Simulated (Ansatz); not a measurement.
# FeCo3: convergence and cost

The task, for FeCo3: see how the k-point mesh on the displaced cell moves the results.

Method: DFT PBEsol, scalar-relativistic, plane waves, PAW, in Ansatz 0.2.0.

1 further run of the same task is left out (set aside as unsound or not needed). Runs told in other sessions of the task aren't counted.

### Step 1. The starting structure

It takes space group P4/mmm (No. 123, tetragonal). Conventional cell: a = 2.466 Å, b = 2.466 Å, c = 7.063 Å, α = 90.00°, β = 90.00°, γ = 90.00°. Around Fe (site symmetry 4/mmm) lie 4 Fe at 2.47 Å and 8 Co at 2.50 Å. Co (site symmetry 4mm) is surrounded by 8 Co at 2.46 to 2.47 Å and 4 Fe at 2.50 Å. Co (site symmetry 4/mmm) is surrounded by 12 Co at 2.46 to 2.47 Å.

Coordinates:

```
CELL_PARAMETERS angstrom
2.46601 0.00000 0.00000
0.00000 2.46601 0.00000
0.00000 0.00000 7.06346
ATOMIC_POSITIONS crystal
Fe 0.00000 0.00000 0.00000
Co 0.50000 0.50000 0.74540
Co 0.00000 0.00000 0.50000
Co 0.50000 0.50000 0.25460
```

The structure comes from the Materials Project (structure only); it is used as listed.

### Step 2. The base input

input.yaml

```yaml
crystal:
  lattice:
    - [2.46601, 0.0, 0.0]
    - [0.0, 2.46601, 0.0]
    - [0.0, 0.0, 7.063459]
  atoms:
    - { symbol: Fe, position: [0.0, 0.0, 0.0], spin: 2.76 }
    - { symbol: Co, position: [0.5, 0.5, 0.745404], spin: 1.86 }
    - { symbol: Co, position: [0.0, 0.0, 0.5], spin: 1.91 }
    - { symbol: Co, position: [0.5, 0.5, 0.254596], spin: 1.86 }
basis:
  ecutwfc: 420
kpoints:
  mp_grid: { grid: [16, 16, 6] }
hamiltonian:
  xc: pbesol
scf:
  occupations: { method: gaussian, width: 0.1 }
output:
  forces: true
  stress: true
  eigenvalues: true
  populations: true
magnetization:
  spin_polarized: true
```

It was run beforehand and gave: -4931.9203 eV/atom at zero smearing, pressure -2.63 GPa, largest force 0.162 eV/Å, no gap on the mesh, site moments Fe +2.43, Co +1.66 (×2), Co +1.73 μB, in 16 SCF cycles and 39 s.

The runs on the displaced cell use a copy made earlier, with the atoms moved and the axes strained (about 1 %) at random, so that forces and shear stress do not vanish.

### Step 3. K-point mesh on the displaced cell set to 1×1×1

input.yaml

```yaml
crystal:
  lattice:
    - [2.4660190726, 0.0217118594, -0.0073428951]
    - [0.0217118594, 2.4601911922, 0.0051766085]
    - [-0.0210324526, 0.0148274995, 6.9769620632]
  atoms:
    - { symbol: Fe, position: [0.0159906535, 0.0212507654, 0.0189906952], spin: 2.57 }
    - { symbol: Co, position: [0.4780615087, 0.4499106557, 0.7467203843], spin: 1.86 }
    - { symbol: Co, position: [0.001894125, 0.0205447825, 0.4985021227], spin: 1.87 }
    - { symbol: Co, position: [0.5526194222, 0.52519376, 0.2588874245], spin: 1.69 }
basis:
  ecutwfc: 420
kpoints:
  mp_grid: { grid: [1, 1, 1] }
hamiltonian:
  xc: pbesol
scf:
  occupations: { method: gaussian, width: 0.1 }
output:
  forces: true
  stress: true
  eigenvalues: true
  populations: true
magnetization:
  spin_polarized: true
```

Command:

```bash
$ ansatz run input.yaml --threads 1 --pin off --max-ram 2560MiB --backend cpu --events-out ev --progress --plain --runs-dir out
```

Further runs follow: K-point mesh on the displaced cell: 4×4×1; K-point mesh on the displaced cell: 4×4×2; K-point mesh on the displaced cell: 6×6×2; K-point mesh on the displaced cell: 6×6×4; K-point mesh on the displaced cell set to 8×8×4.

What results come out of these runs, taken together?

The runs gave:

| quantity | value |
| --- | --- |
| k-point mesh on the displaced cell: within 10 and 1 meV/atom of 12×12×4 from | 8×8×4 for 10; 8×8×4 for 1 |

What this shows: For the k-point mesh on the displaced cell, the energy stays within 1 meV/atom of the reference from 8×8×4 on, at about 0.65 of the reference's time. The reference is only the best run made, not a proven limit. The gaps on the coarsest meshes are artefacts of sampling: the crystal is a metal on the dense ones. The error changes sign along the series, since a k mesh isn't variational, and a metal needs dense meshes to resolve its Fermi surface. Forces come within 0.01 eV/Å only at the reference itself. The cell's moment varies from 4.05 to 7.78 μB over the series.
